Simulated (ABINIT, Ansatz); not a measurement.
**A GW run on BAs (F-43m) in ABINIT, with inputs changed**

A base run on BAs (F-43m), then changed inputs.

Main program and level: ABINIT 10.8.3; PBE and many-body steps on it, plane waves.

Report form: the programs' logs are mostly left out.

### Step 1. Set-up

It takes space group F-43m (No. 216, cubic). Conventional cell: a = 4.777 Å, b = 4.777 Å, c = 4.777 Å, α = 90.00°, β = 90.00°, γ = 90.00°. Nearest to B lie 4 As at 2.07 Å. As has 4 B at 2.07 Å nearest. Farther neighbours are not listed.

Coordinates:

```cif
data_structure
_symmetry_space_group_name_H-M 'F-43m'
_symmetry_Int_Tables_number 216
_cell_length_a 4.7770
_cell_length_b 4.7770
_cell_length_c 4.7770
_cell_angle_alpha 90.000
_cell_angle_beta 90.000
_cell_angle_gamma 90.000
_cell_volume 109.01
loop_
_atom_site_label
_atom_site_type_symbol
_atom_site_symmetry_multiplicity
_atom_site_Wyckoff_symbol
_atom_site_fract_x
_atom_site_fract_y
_atom_site_fract_z
_atom_site_occupancy
B1 B 4 a 0.00000 0.00000 0.00000 1
As1 As 4 d 0.25000 0.25000 0.75000 1
```

The cell and positions come from the Crystallography Open Database and are kept as given unless a step says otherwise.

### Step 2. Screening, 6×6×6 mesh, 214 bands, screening to 283 eV

This step: ABINIT 10.8.3; RPA screening on PBE, plane waves, norm-conserving pseudopotentials.

The RPA dielectric matrix is built and inverted for each q.

File run.abi:

```
acell 3*1.0 Angstrom
rprim 
  -0.000000000000 2.388500000000 2.388500000000
  2.388500000000 -0.000000000000 2.388500000000
  2.388500000000 2.388500000000 -0.000000000000
ntypat 2
znucl 5 33
natom 2
typat 1 2
xred 
  0.000000000000 0.000000000000 0.000000000000
  0.250000000000 0.250000000000 0.250000000000
pp_dirpath "pseudos"
pseudos "B.upf, As.upf"
ecut 44
ngkpt 6 6 6
nshiftk 1
shiftk 0 0 0
kptopt 1
chksymbreak 0
istwfk *1
occopt 1
irdwfk 1
optdriver 3
nband 214
ecuteps 10.4
inclvkb 2
awtr 1
symchi 1
indata_prefix "in"
outdata_prefix "out"
tmpdata_prefix "tmp"
```

Started as:

```console
$ OMP_NUM_THREADS=1 mpirun -n 4 abinit run.abi > log
```

Wall time 8.4 min (4 MPI ranks of Intel Xeon Platinum 8375C at 2.90GHz (Ice Lake), shared host); peak memory 1.9 GiB; 34 min of CPU time.

Numbers from this step:

| Quantity | Value |
| --- | --- |
| ε∞ with local fields, on this mesh, along the program's q direction | 10.51 |
| the same without local fields | 11.52 |
| plasma frequency | 36.27 eV |
| plane waves in the screening matrix | 283 |

Local fields lower ε∞ by 9 %.

### Step 3. Base

The self-energy is evaluated for the states that the input lists, and the levels follow from it, in one-shot runs by the linearised quasiparticle equation.

This step: G0W0 on PBE, plane waves, norm-conserving pseudopotentials.

Edit run.abi of step 2 so:

```diff
@@ -23,8 +23,17 @@
 irdwfk 1
-optdriver 3
+optdriver 4
 nband 214
+gwcalctyp 0
+ecutsigx 44
+symsigma 1
+nkptgw 2
+kptgw 
+  0.0000000000 0.0000000000 0.0000000000
+  0.3333333333 0.3333333333 0.0000000000
+bdgw 
+  11 16
+  12 15
 ecuteps 10.4
-inclvkb 2
-awtr 1
-symchi 1
+irdscr 1
+ppmodel 1
 indata_prefix "in"
```

It took 64 s on 4 MPI ranks; peak memory 1.8 GiB.

This step gave:

| Item | Value |
| --- | --- |
| G0W0 gap on the points computed | 1.932 eV |
| starting gap on the mesh | 1.293 eV |
| k of the valence top | 0, 0, 0 |
| k of the conduction bottom | 0.3333, 0.3333, 0 |
| Z at the valence top | 0.807 |
| Z at the conduction bottom | 0.817 |
| least direct G0W0 gap on the computed points | 4.159 eV |

The gap on the mesh goes from 1.29 eV to 1.93 eV, a correction of +0.64 eV.

### Step 4. Scissors in G

Edit run.abi of step 3 so:

```diff
@@ -38,2 +38,3 @@
 ppmodel 1
+mbpt_sciss 1.0 eV
 indata_prefix "in"
```

Run time: 63 s. Hardware: 4 MPI ranks; peak memory 1.8 GiB.

Numbers from this step:

```yaml
g0w0_gap_on_the_points_computed: 2.015 eV
starting_gap_on_the_mesh: 1.293 eV
k_of_the_valence_top: 0, 0, 0
k_of_the_conduction_bottom: 0.3333, 0.3333, 0
z_at_the_valence_top: 0.81
z_at_the_conduction_bottom: 0.819
least_direct_g0w0_gap_on_the_computed_points: 4.251 eV
```

### Step 5. Screening cutoff above the file's

Edit run.abi of step 4 so:

```diff
@@ -35,6 +35,5 @@
   12 15
-ecuteps 10.4
+ecuteps 41.6
 irdscr 1
 ppmodel 1
-mbpt_sciss 1.0 eV
 indata_prefix "in"
```

The job ended after 59 s (4 MPI ranks; peak memory 1.8 GiB; 3.9 min of CPU time).

The run ended normally, though the input holds a fault or crude settings.

The fault put into this input: screening cutoff above the file's. It printed a gap of 1.93 eV, the value of the sound run: the program fell back on what its files hold, so an unchanged gap is no proof of convergence.

### Step 6. Side by side

Times are wall times on 4 MPI ranks of Intel Xeon Platinum 8375C at 2.90GHz (Ice Lake), shared host, good to a factor of about two. A run's time includes the screening step that it read.

```
          run   mesh  bands  screening cutoff (eV)  DFT gap (eV)  gap on the mesh (eV)  direct (eV)  ε∞ used     time
         base  6×6×6    214                    283         1.293                 1.932        4.159    10.51  9.5 min
scissors in G  6×6×6    214                    283         1.293                 2.015        4.251    10.51  9.5 min
```

### Step 7. Summary of results

| Item | Value |
| --- | --- |
| base | 1.932 eV |
| scissors in G | 2.015 eV |
| known limits | not at the basis limit; no spin-orbit coupling |

In words: Scissors in G: +0.083 eV against base (keys changed: mbpt_sciss). Bands and cutoff are finite, so the gap is not at the basis limit. The miss can reach some tenths of an eV and take either sign; the mesh is an error of its own. In the G0W0 runs levels were corrected at 2 k points alone, so a gap called «on the mesh» is the least over those, and an edge elsewhere would be missed. A denser mesh or path gives a starting gap of 1.21 eV: the GW mesh misses a band edge, so its gaps are not the fundamental one. The many-body steps are scalar-relativistic: spin-orbit coupling is not in them.

[Paths, hosts, dates, memory and timing lines, banners, echoed tables and standing remarks are left out of the program output.]

[Logs are printed without paths, hosts, clocks, repeated set-up lines and the standing remarks that a program may print on its own settings, such as how far it seeks lower states.]

[Runs of the session that timed out or met a known fault of the program may be left out.]

[Hosts, paths, dates, database ids (printed as entryN), source tags and the programs' standing remarks are cut or masked in the printed files.]

[G0W0 gaps are taken among the corrected bands and points alone; a level outside them can change the order at an edge.]

[Where Ansatz stands beside ABINIT at settings called matched, ABINIT's density can come from a denser mesh and the files from another edition; pairs whose starting gaps differed by over 0.03 eV were left out, so agreement reads better than it is.]
